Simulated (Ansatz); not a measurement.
CaSe (Fm-3m) from a database of computed structures, relaxed with r2SCAN: it is cubic, Fm-3m (No. 225); conventional cell a = 5.935 Å, 26.13 Å³ an atom. Ca is surrounded by 6 Se at 2.97 Å; Se is surrounded by 6 Ca at 2.97 Å. One-shot G0W0@PBE in the plane-wave code Ansatz on a 6×6×6 mesh (contour deformation, no spin-orbit coupling), from a PBE gap of 2.056 eV over the mesh points (the G0W0 gap is indirect on the mesh); the number N of bands summed and the screening cutoff rise together. (Simulation; spin polarisation is off.)

| N | cutoff (eV) | 1000/N | G0W0 gap (eV) |
| --- | --- | --- | --- |
| 169 | 120 | 5.917 | 3.677 |
| 400 | 220 | 2.500 | 3.795 |

Question: Lay a straight line in 1000/N through these rows.

Answer: The slope is -0.0345 eV per unit of 1000/N and the intercept 3.881 eV.

Question: Predict the gap at N = 724 (300 eV).

Answer: 3.881 + (-0.0345) × 1.381 = 3.833 eV; the run gives 3.825 eV, -0.008 eV from the line.

Question: With that run's result added, what limit do the last two rows suggest?

Answer: Their slope is (3.825 − 3.795)/(1.381 − 2.500) = -0.0268, which meets 1/N = 0 at 3.86 eV, against 3.881 eV from the first line. The slope flattens, so the first line overshoots; the k mesh isn't extrapolated.

The runs are scalar-relativistic, without spin-orbit coupling.
